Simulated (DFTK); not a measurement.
Crystal: Te.

```xyz
3
Lattice="4.4540 0.0000 0.0000 -2.2270 3.8573 0.0000 0.0000 0.0000 5.9240" Properties=species:S:1:pos:R:3 pbc="T T T"
Te    1.6279    2.8197    0.0000
Te   -0.5991    1.0376    3.9493
Te    1.1981    0.0000    1.9747
```

Base run:

| Quantity | Value |
| --- | --- |
| Program | DFTK 0.8.2 |
| Functional | PBEsol |
| Potentials or basis | cp2k.nc.sr.pbe.v0_1.semicore.gth (PBE, GTH) |
| Cutoff | 544 eV |
| k mesh | 7 × 7 × 5 |
| Occupations | fermi-dirac, width 0.05 eV |
| Spin | no spin polarisation |

Its results: pressure 0.2 GPa; largest force 0.337 eV/Å.

Question: The run is repeated on the same cell with these changes: functional from PBEsol to r2SCAN; cutoff from 544 eV to 707 eV; k mesh from 7 × 7 × 5 to 5 × 5 × 4. What comes out?

Answer: Pressure 1.5 GPa; largest force 0.066 eV/Å.

Several settings changed at once, so the effect can't be laid on one alone.

Caveats: GTH potentials come without recommended cutoffs, and this one wasn't checked for convergence; the potentials were made for another functional, which shifts forces and pressure.

Not every run made on this cell is shown here.
